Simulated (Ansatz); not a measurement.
**Residual resistivity of an alloy: W(100) with 4 layers of random W-Os, 2x2**

Wanted: resistance against the alloy's length, first W(100) with 4 layers of random W-Os, 2x2.

Program: Ansatz 0.2.0. Level of theory: Ansatz plane-wave DFT, PBE, PAW files; ballistic transport by layer matching (Landauer), zero bias; PAW set soft_1. Results are calculated unless marked as measured.

## 1. The structure

The cell holds 56 atoms: 48 W and 8 Os. Cell: a = 6.330 Å, b = 6.330 Å, c = 22.154 Å, α = 90.0°, β = 90.0°, γ = 90.0°. It derives from W. Regions: lead, 40 atoms (40 W); scattering region, 16 atoms (8 Os and 8 W). The structure is stacked along c, and the current runs across the ab planes.

## 2. With 4 alloy layers

In 4 layers a share of 0.5 of the sites is given to Os at random. The layers about the cell's end stay perfect and serve as the lead. Disorder leaves little or no symmetry, which makes such runs dear. Energies from -0.05 to 0.05 eV in steps of 0.05 eV are too few for the program's thermal sum, so it prints no conductance; for a metal the transmission near the Fermi level serves, at a fraction of the cost.

The input, input.yaml:

```yaml
crystal:
  lattice:
    - [6.3296, 0.0, 0.0]
    - [0.0, 6.3296, 0.0]
    - [0.0, 0.0, 22.1536]
  atoms:
    - { symbol: W, position: [0.0, 0.0, 0.0357142857] }
    - { symbol: W, position: [0.0, 0.5, 0.0357142857] }
    - { symbol: W, position: [0.5, 0.0, 0.0357142857] }
    - { symbol: W, position: [0.5, 0.5, 0.0357142857] }
    - { symbol: W, position: [0.25, 0.25, 0.1071428571] }
    - { symbol: W, position: [0.25, 0.75, 0.1071428571] }
    - { symbol: W, position: [0.75, 0.25, 0.1071428571] }
    - { symbol: W, position: [0.75, 0.75, 0.1071428571] }
    - { symbol: W, position: [0.0, 0.0, 0.1785714286] }
    - { symbol: W, position: [0.0, 0.5, 0.1785714286] }
    - { symbol: W, position: [0.5, 0.0, 0.1785714286] }
    - { symbol: W, position: [0.5, 0.5, 0.1785714286] }
    - { symbol: W, position: [0.25, 0.25, 0.25] }
    - { symbol: W, position: [0.25, 0.75, 0.25] }
    - { symbol: W, position: [0.75, 0.25, 0.25] }
    - { symbol: W, position: [0.75, 0.75, 0.25] }
    - { symbol: W, position: [0.0, 0.0, 0.3214285714] }
    - { symbol: W, position: [0.0, 0.5, 0.3214285714] }
    - { symbol: W, position: [0.5, 0.0, 0.3214285714] }
    - { symbol: W, position: [0.5, 0.5, 0.3214285714] }
    - { symbol: Os, position: [0.25, 0.25, 0.3928571429] }
    - { symbol: W, position: [0.25, 0.75, 0.3928571429] }
    - { symbol: W, position: [0.75, 0.25, 0.3928571429] }
    - { symbol: W, position: [0.75, 0.75, 0.3928571429] }
    - { symbol: Os, position: [0.0, 0.0, 0.4642857143] }
    - { symbol: W, position: [0.0, 0.5, 0.4642857143] }
    - { symbol: Os, position: [0.5, 0.0, 0.4642857143] }
    - { symbol: Os, position: [0.5, 0.5, 0.4642857143] }
    - { symbol: Os, position: [0.25, 0.25, 0.5357142857] }
    - { symbol: W, position: [0.25, 0.75, 0.5357142857] }
    - { symbol: W, position: [0.75, 0.25, 0.5357142857] }
    - { symbol: W, position: [0.75, 0.75, 0.5357142857] }
    - { symbol: Os, position: [0.0, 0.0, 0.6071428571] }
    - { symbol: Os, position: [0.0, 0.5, 0.6071428571] }
    - { symbol: W, position: [0.5, 0.0, 0.6071428571] }
    - { symbol: Os, position: [0.5, 0.5, 0.6071428571] }
    - { symbol: W, position: [0.25, 0.25, 0.6785714286] }
    - { symbol: W, position: [0.25, 0.75, 0.6785714286] }
    - { symbol: W, position: [0.75, 0.25, 0.6785714286] }
    - { symbol: W, position: [0.75, 0.75, 0.6785714286] }
    - { symbol: W, position: [0.0, 0.0, 0.75] }
    - { symbol: W, position: [0.0, 0.5, 0.75] }
    - { symbol: W, position: [0.5, 0.0, 0.75] }
    - { symbol: W, position: [0.5, 0.5, 0.75] }
    - { symbol: W, position: [0.25, 0.25, 0.8214285714] }
    - { symbol: W, position: [0.25, 0.75, 0.8214285714] }
    - { symbol: W, position: [0.75, 0.25, 0.8214285714] }
    - { symbol: W, position: [0.75, 0.75, 0.8214285714] }
    - { symbol: W, position: [0.0, 0.0, 0.8928571429] }
    - { symbol: W, position: [0.0, 0.5, 0.8928571429] }
    - { symbol: W, position: [0.5, 0.0, 0.8928571429] }
    - { symbol: W, position: [0.5, 0.5, 0.8928571429] }
    - { symbol: W, position: [0.25, 0.25, 0.9642857143] }
    - { symbol: W, position: [0.25, 0.75, 0.9642857143] }
    - { symbol: W, position: [0.75, 0.25, 0.9642857143] }
    - { symbol: W, position: [0.75, 0.75, 0.9642857143] }
kpoints:
  mp_grid: { grid: [4, 4, 1] }
hamiltonian:
  xc: pbe
  pseudopotentials: { kind: paw, azcp: { folder: soft_1 } }
scf:
  occupations: { method: fermi_dirac, width: 0.1 }
output:
  transmission: { leads: [[0, 4]], kmesh: [8, 8], e_range: [-0.05, 0.05], de: 0.05 }
  write_potential: true
  write_density: true
  volumetric_format: npy
```

On the command line:

```bash
$ ansatz run input.yaml --threads 4 --pin off --max-ram 15360MiB --backend cpu --events-out ev --progress --plain --runs-dir out
```

Numbers of over 12 decimals in the logs are rounded to 6 here.

What it wrote:

```text
Engine: ansatz 0.2.0, aarch64-unknown-linux-gnu
Pseudopotentials: kind: paw
Pseudopotential: W, paw, valence charge 14, recommended cutoff 420 eV (normal), soft_1/W.paw.azcp
Pseudopotential: Os, paw, valence charge 16, recommended cutoff 420 eV (normal), soft_1/Os.paw.azcp
Functional definition: PBE
  parameter kappa = 0.804
  parameter beta = 0.066725
  exchange = pbe_x(kappa = kappa, mu = beta*pi^2/3)
  correlation = pbe_c(beta = beta)
Crystal: 56 atoms, lattice volume = 887.558 Å³
Basis set: ecut = 420 eV, 17351 PW (Γ)
Bands: 480, of which v1, the nominal top of the filled ones, is band 400 counted from 1 (399 counted from 0)
Symmetry: 2 space group operations
Space group: Cm (ITA 8), of the structure as read, at distance tolerance 9.6e-5 Å
k-points: 7 of 16 (time reversal used)
Non-local potential: W, projectors of the file, l = 0: 3, l = 1: 2, l = 2: 2, l = 3: 1
Non-local potential: Os, projectors of the file, l = 0: 3, l = 1: 2, l = 2: 2, l = 3: 1
PAW form: soft (Blöchl's): semilocal exchange-correlation on the pseudo side does not see the compensation charge
PAW one-centre angular grid: W, 590 points (default); XC on 64 Gauss nodes
PAW one-centre angular grid: Os, 590 points (default); XC on 64 Gauss nodes
Initial density: superposition of atomic densities (chi_scale 0.1, normalization cell, long waves of neutral atoms (reshape's long-wave potential 2.87 eV rms, cloud 3.06 Å wide))
Initial wavefunctions: pseudopotential atomic-orbital guess
Functional: x = pbe(κ = 0.804, μ = 0.219515), c = pbe(β = 0.066725)
SCF iter   1: F=—  HF=-589618.316504 eV  |F-HF|=—  |Δ(HF+E_count)|=         —  Δρ=6.71e-2  dr2=5.61e1  ethr=3.10e-3  ⟨swp⟩=4.7  Hψ=10187  notcnv=0
preconditioner: auto → Kerker (q_TF=auto, 2.681 Å⁻¹)  [metal: Δε(μ)=0.009 eV  Ē_g=5.376 eV  σ=0.100 eV  W_gap=0.02  n_scr=294 (ndim 8)  ℏωp=23.4 eV  f_vac=0.000  D(μ)=39.19/eV (n_scr^D=338)]
SCF iter   2: F=—  HF=-589609.836166 eV  |F-HF|=—  |Δ(HF+E_count)|=    8.48e0  Δρ=4.03e-2  dr2=1.97e1  ethr=3.10e-3  ⟨swp⟩=2.0  Hψ=4267  notcnv=0  defer=12
SCF iter   3: F=—  HF=-589605.610613 eV  |F-HF|=—  |Δ(HF+E_count)|=    4.23e0  Δρ=4.22e-3  dr2=2.50e-1  ethr=2.47e-3  ⟨swp⟩=3.9  Hψ=6772  notcnv=0  defer=9
SCF iter   4: F=—  HF=-589605.635908 eV  |F-HF|=—  |Δ(HF+E_count)|=   2.53e-2  Δρ=1.30e-3  dr2=4.78e-2  ethr=3.13e-5  ⟨swp⟩=2.3  Hψ=5061  notcnv=0
SCF iter   5: F=—  HF=-589605.633543 eV  |F-HF|=—  |Δ(HF+E_count)|=   2.36e-3  Δρ=2.14e-4  dr2=6.77e-3  ethr=5.98e-6  ⟨swp⟩=1.1  Hψ=3361  notcnv=0
SCF iter   6: F=—  HF=-589605.633389 eV  |F-HF|=—  |Δ(HF+E_count)|=   1.54e-4  Δρ=7.00e-5  dr2=1.74e-4  ethr=8.46e-7  ⟨swp⟩=1.0  Hψ=3360  notcnv=0
SCF iter   7: F=—  HF=-589605.633355 eV  |F-HF|=—  |Δ(HF+E_count)|=   3.42e-5  Δρ=1.30e-5  dr2=9.81e-6  ethr=2.17e-8  ⟨swp⟩=1.1  Hψ=3361  notcnv=0
SCF iter   8: F=—  HF=-589605.632705 eV  |F-HF|=—  |Δ(HF+E_count)|=   6.50e-4  Δρ=2.48e-6  dr2=2.05e-7  ethr=1.23e-9  ⟨swp⟩=1.3  Hψ=3376  notcnv=0
SCF iter   9: F=-589605.632705 eV  HF=-589605.632705 eV  |F-HF|=2.26e-8  |Δ(HF+E_count)|=   2.33e-9  Δρ=5.43e-7  dr2=2.36e-8  ethr=1.25e-11  ⟨swp⟩=6.7  Hψ=7326  notcnv=0
SCF 1 converged in 9 iterations: F = -589605.632705 eV  dr2 = 2.36e-8
  greatest PAW one-centre occupation: 1.000 electrons in one spin orbital (limit 2), on the Os atom at site 35 (counted from 0), in its partial waves of l = 0
transmission: 74 of 735 steps passed
transmission: 148 of 735 steps passed
[...]
transmission: 735 of 735 steps passed
SCF converged after 9 iterations
Free energy (F): -589605.632705 eV
Harris-Foulkes:  -589605.632705 eV  (|F-HF|=2.26e-8)
Internal energy: -589604.254359 eV  (E = F + TS)
E sigma→0 (E₀):  -589604.943532 eV
Entropy (-TS):   -1.378346 eV (-24.613 meV/atom)
Fermi energy:    22.531793 eV
--- Per-component energies (eV) ---
  E_band       = -4969.160418
  E_kinetic    = 24146.052389
  E_local      = -35551.785209  (includes V_loc(G=0)·N_el)
  E_nonlocal   = 349.694688
  E_hartree    = 14470.840042
  E_xc         = -14709.542433
  E_vxc        = -13059.492655  (∫ρ·V_xc dr)
  E_paw        = -484112.616201  (= ΣΔE_a)
  E_vpaw       = -9795.327017  (= ΣTr[D̂ρ^β])
  E_aug_tail   = 0.010668  (compensation charges beyond the density's cutoff)
  E_ewald      = -94196.908303
  E_smearing   = -1.378346  (= −TS)
  E_closure    = 0.000000  (closes the sum)
  Σ components = -589605.632705   (vs F -589605.632705, Δ=0.00e0)
--- Band table (eV; the first three rows and the last of 7) ---
  k-point 0: bands = [... 396 lower, 22.3517, 22.3698, 22.3986, 22.3998, 22.4428, 22.4531, 22.4879, 22.5053, ... 76 higher]
  k-point 1: bands = [... 396 lower, 22.2482, 22.2904, 22.3725, 22.4136, 22.4381, 22.4783, 22.5216, 22.5420, ... 76 higher]
  k-point 2: bands = [... 396 lower, 22.4398, 22.4723, 22.5036, 22.5859, 22.6092, 22.6348, 22.7204, 22.7511, ... 76 higher]
  k-point 6: bands = [... 396 lower, 22.4887, 22.5668, 22.7251, 22.7271, 22.9850, 23.0081, 23.0309, 23.0671, ... 76 higher]
--- Transmission ---
  basis      : 349 plane waves across, 35 finite elements along
  points     : 21, standing for a mesh of 8 x 8
  energies   : 3 from -0.050000 to 0.050000 eV about the Fermi level, 0.050000 eV apart; the leads are filled to 0.000000 eV, and channels, transmission and decay are at 0.000000 eV
  crystal 0  : W4, at the sites [0, 4], period 1.5824 Å, over 15.82 Å; its Hamiltonian steps by up to 32.1 meV: too much for a lead, lay more layers or, if its atoms are ordered, name the step of that order
    offset         : up to 0.0000 Å between an atom of the period and one for which it stands
    channels       : 5.281250e0 a spin
    conductance    : none, the energies end too early or step too widely for 300 K: set another output.transmission.e_range or a lower de, or, where they end at an eighth of basis.ecutwfc, a higher one
    slowest decay  : 0.0371 /Å at (0.5000, 0.5000)
  junction   : crystal 0 to crystal 0, 0.70 to 21.27 Å
    transmission   : 2.904157e0 a spin
    conductance    : none, the energies end too early or step too widely for 300 K: set another output.transmission.e_range or a lower de, or, where they end at an eighth of basis.ecutwfc, a higher one
```

It took 9.4 min on 4 threads of Arm Neoverse V1, shared host; peak memory 7.7 GiB.

The column dr2 measures how far the density is from self-consistency, as an energy; F and HF (Harris–Foulkes) agree once it is small.

Numbers from this step:

```
free energy                                    : -589605.6327 eV
energy at zero smearing                        : -589604.9435 eV
Fermi energy                                   : 22.53 eV
cell area                                      : 40.06 Å²
transmission per spin nearest the Fermi level  : 2.904
open channels per spin nearest the Fermi level : 5.281
step of the lead's potential                   : 32.1 meV
```

Per spin. The transmission, zone mean by energy, zero at the Fermi level:

```csv
energy (eV),"transmission, zone mean"
-0.0500,2.87
0.0000,2.90
0.0500,3.11
```

Per spin. Open channels, zone mean, lead against energy, zero at the Fermi level:

```csv
energy (eV),"open channels, zone mean, lead"
-0.0500,4.91
0.0000,5.28
0.0500,5.78
```

Transmission over k1 and k2. At 0.0000 eV from the Fermi level.

Ten even steps from '_' (0.00) to '@' (9.91):
```
____..::::::..__
......==----__..
::::==**%%**--::
::::--%%@@%%--::
::::--**%%**==::
....__----==....
____..::::::..__
____..::::::..__
```
Columns: k1 (b1) from -0.5 to 0.375; rows upwards: k2 (b2) from -0.5 to 0.375.

Open channels over k1 and k2. At 0.0000 eV from the Fermi level.

Ten even steps from '_' (0.0) to '@' (14.0):
```
..__::::--::::__
..::..++++++..::
::::++@@@@@@++::
::--++@@@@@@++--
::::++@@@@@@++::
..::..++++++..::
..__::::--::::__
__....::::::....
```
Columns: k1 (b1) from -0.5 to 0.375; rows upwards: k2 (b2) from -0.5 to 0.375.

Over the solved energies the transmission per spin lies between 2.87 and 3.11, out of 5.32 channels of the lead on average (up to 5.78). The log calls the step of a lead's potential too much.

## 3. With 8 alloy layers

In 8 layers a share of 0.5 of the sites is given to Os at random. A fresh draw is used; the growth of the resistance with length is what counts.

System of this step: W(100) with 8 layers of random W-Os, 2x2. The cell holds 72 atoms: 56 W and 16 Os. Its edges and angles: a = 6.330 Å, b = 6.330 Å, c = 28.483 Å, α = 90.0°, β = 90.0°, γ = 90.0°. It derives from W. Regions: lead, 40 atoms (40 W); scattering region, 32 atoms (16 W and 16 Os). The structure is stacked along c, and the current runs across the ab planes.

The input, input.yaml:

```yaml
crystal:
  lattice:
    - [6.3296, 0.0, 0.0]
    - [0.0, 6.3296, 0.0]
    - [0.0, 0.0, 28.4832]
  atoms:
    - { symbol: W, position: [0.0, 0.0, 0.0277777778] }
    - { symbol: W, position: [0.0, 0.5, 0.0277777778] }
    - { symbol: W, position: [0.5, 0.0, 0.0277777778] }
    - { symbol: W, position: [0.5, 0.5, 0.0277777778] }
    - { symbol: W, position: [0.25, 0.25, 0.0833333333] }
    - { symbol: W, position: [0.25, 0.75, 0.0833333333] }
    - { symbol: W, position: [0.75, 0.25, 0.0833333333] }
    - { symbol: W, position: [0.75, 0.75, 0.0833333333] }
    - { symbol: W, position: [0.0, 0.0, 0.1388888889] }
    - { symbol: W, position: [0.0, 0.5, 0.1388888889] }
    - { symbol: W, position: [0.5, 0.0, 0.1388888889] }
    - { symbol: W, position: [0.5, 0.5, 0.1388888889] }
    - { symbol: W, position: [0.25, 0.25, 0.1944444444] }
    - { symbol: W, position: [0.25, 0.75, 0.1944444444] }
    - { symbol: W, position: [0.75, 0.25, 0.1944444444] }
    - { symbol: W, position: [0.75, 0.75, 0.1944444444] }
    - { symbol: W, position: [0.0, 0.0, 0.25] }
    - { symbol: W, position: [0.0, 0.5, 0.25] }
    - { symbol: W, position: [0.5, 0.0, 0.25] }
    - { symbol: W, position: [0.5, 0.5, 0.25] }
    - { symbol: W, position: [0.25, 0.25, 0.3055555556] }
    - { symbol: W, position: [0.25, 0.75, 0.3055555556] }
    - { symbol: W, position: [0.75, 0.25, 0.3055555556] }
    - { symbol: Os, position: [0.75, 0.75, 0.3055555556] }
    - { symbol: Os, position: [0.0, 0.0, 0.3611111111] }
    - { symbol: W, position: [0.0, 0.5, 0.3611111111] }
    - { symbol: Os, position: [0.5, 0.0, 0.3611111111] }
    - { symbol: W, position: [0.5, 0.5, 0.3611111111] }
    - { symbol: Os, position: [0.25, 0.25, 0.4166666667] }
    - { symbol: Os, position: [0.25, 0.75, 0.4166666667] }
    - { symbol: W, position: [0.75, 0.25, 0.4166666667] }
    - { symbol: Os, position: [0.75, 0.75, 0.4166666667] }
    - { symbol: W, position: [0.0, 0.0, 0.4722222222] }
    - { symbol: W, position: [0.0, 0.5, 0.4722222222] }
    - { symbol: W, position: [0.5, 0.0, 0.4722222222] }
    - { symbol: Os, position: [0.5, 0.5, 0.4722222222] }
    - { symbol: Os, position: [0.25, 0.25, 0.5277777778] }
    - { symbol: Os, position: [0.25, 0.75, 0.5277777778] }
    - { symbol: Os, position: [0.75, 0.25, 0.5277777778] }
    - { symbol: Os, position: [0.75, 0.75, 0.5277777778] }
    - { symbol: W, position: [0.0, 0.0, 0.5833333333] }
    - { symbol: W, position: [0.0, 0.5, 0.5833333333] }
    - { symbol: Os, position: [0.5, 0.0, 0.5833333333] }
    - { symbol: Os, position: [0.5, 0.5, 0.5833333333] }
    - { symbol: Os, position: [0.25, 0.25, 0.6388888889] }
    - { symbol: W, position: [0.25, 0.75, 0.6388888889] }
    - { symbol: W, position: [0.75, 0.25, 0.6388888889] }
    - { symbol: W, position: [0.75, 0.75, 0.6388888889] }
    - { symbol: W, position: [0.0, 0.0, 0.6944444444] }
    - { symbol: W, position: [0.0, 0.5, 0.6944444444] }
    - { symbol: Os, position: [0.5, 0.0, 0.6944444444] }
    - { symbol: Os, position: [0.5, 0.5, 0.6944444444] }
    - { symbol: W, position: [0.25, 0.25, 0.75] }
    - { symbol: W, position: [0.25, 0.75, 0.75] }
    - { symbol: W, position: [0.75, 0.25, 0.75] }
    - { symbol: W, position: [0.75, 0.75, 0.75] }
    - { symbol: W, position: [0.0, 0.0, 0.8055555556] }
    - { symbol: W, position: [0.0, 0.5, 0.8055555556] }
    - { symbol: W, position: [0.5, 0.0, 0.8055555556] }
    - { symbol: W, position: [0.5, 0.5, 0.8055555556] }
    - { symbol: W, position: [0.25, 0.25, 0.8611111111] }
    - { symbol: W, position: [0.25, 0.75, 0.8611111111] }
    - { symbol: W, position: [0.75, 0.25, 0.8611111111] }
    - { symbol: W, position: [0.75, 0.75, 0.8611111111] }
    - { symbol: W, position: [0.0, 0.0, 0.9166666667] }
    - { symbol: W, position: [0.0, 0.5, 0.9166666667] }
    - { symbol: W, position: [0.5, 0.0, 0.9166666667] }
    - { symbol: W, position: [0.5, 0.5, 0.9166666667] }
    - { symbol: W, position: [0.25, 0.25, 0.9722222222] }
    - { symbol: W, position: [0.25, 0.75, 0.9722222222] }
    - { symbol: W, position: [0.75, 0.25, 0.9722222222] }
    - { symbol: W, position: [0.75, 0.75, 0.9722222222] }
kpoints:
  mp_grid: { grid: [4, 4, 1] }
hamiltonian:
  xc: pbe
  pseudopotentials: { kind: paw, azcp: { folder: soft_1 } }
scf:
  occupations: { method: fermi_dirac, width: 0.1 }
output:
  transmission: { leads: [[0, 4]], kmesh: [8, 8], e_range: [-0.05, 0.05], de: 0.05 }
  write_potential: true
  write_density: true
  volumetric_format: npy
```

What it wrote:

```text
[...]
Crystal: 72 atoms, lattice volume = 1141.146 Å³
Basis set: ecut = 420 eV, 22299 PW (Γ)
Bands: 624, of which v1, the nominal top of the filled ones, is band 520 counted from 1 (519 counted from 0)
Symmetry: 1 space group operations
[...]
k-points: 10 of 16 (time reversal used)
[...]
SCF iter   1: F=—  HF=-763791.534514 eV  |F-HF|=—  |Δ(HF+E_count)|=         —  Δρ=6.80e-2  dr2=1.00e2  ethr=3.10e-3  ⟨swp⟩=4.4  Hψ=18722  notcnv=0
[...]
SCF iter   9: F=-763774.410642 eV  HF=-763774.410642 eV  |F-HF|=3.13e-8  |Δ(HF+E_count)|=   2.99e-8  Δρ=7.15e-7  dr2=3.39e-8  ethr=9.62e-12  ⟨swp⟩=7.5  Hψ=14203  notcnv=0
SCF 1 converged in 9 iterations: F = -763774.410642 eV  dr2 = 3.39e-8
[...]
transmission: 174 of 1734 steps passed
transmission: 350 of 1734 steps passed
[...]
transmission: 1734 of 1734 steps passed
SCF converged after 9 iterations
Free energy (F): -763774.410642 eV
[...]
Internal energy: -763772.542475 eV  (E = F + TS)
E sigma→0 (E₀):  -763773.476558 eV
Entropy (-TS):   -1.868167 eV (-25.947 meV/atom)
Fermi energy:    22.571119 eV
[...]
--- Band table (eV; the first three rows and the last of 10) ---
  k-point 0: bands = [... 516 lower, 22.5222, 22.5443, 22.5585, 22.5717, 22.6030, 22.6182, 22.6421, 22.6548, ... 100 higher]
  k-point 1: bands = [... 516 lower, 22.2883, 22.3274, 22.3650, 22.3924, 22.4262, 22.5023, 22.5336, 22.5966, ... 100 higher]
  k-point 2: bands = [... 516 lower, 22.4049, 22.4145, 22.4963, 22.5225, 22.5601, 22.5731, 22.5979, 22.6652, ... 100 higher]
  k-point 9: bands = [... 516 lower, 22.6627, 22.7037, 22.7359, 22.7609, 22.7962, 22.8857, 22.9252, 22.9707, ... 100 higher]
--- Transmission ---
  basis      : 349 plane waves across, 51 finite elements along
  points     : 34, standing for a mesh of 8 x 8
[...]
channels       : 5.281250e0 a spin
[...]
slowest decay  : 0.0035 /Å at (0.3750, 0.5000)
  junction   : crystal 0 to crystal 0, 0.70 to 27.60 Å
    transmission   : 2.288470e0 a spin
[...]
```

Run time: 22 min. Hardware: 4 threads; peak memory 8.1 GiB.

Numbers from this step:

```
free energy                                   : -763774.4106 eV
energy at zero smearing                       : -763773.4766 eV
Fermi energy                                  : 22.57 eV
transmission per spin nearest the Fermi level : 2.288
step of the lead's potential                  : 16.8 meV
```

Per spin. The transmission, zone mean by energy, zero at the Fermi level:

```csv
energy (eV),"transmission, zone mean"
-0.0500,2.25
0.0000,2.29
0.0500,2.33
```

Over the solved energies the transmission per spin lies between 2.25 and 2.33, out of 5.34 channels of the lead on average (up to 5.72).

[end of part 1 of 2]

[Logs are printed without paths, hosts, clocks, repeated set-up lines and the standing remarks that a program may print on its own settings, such as how far it seeks lower states.]

[Hosts, paths, dates, database ids (printed as entryN), source tags and the programs' standing remarks are cut or masked in the printed files.]
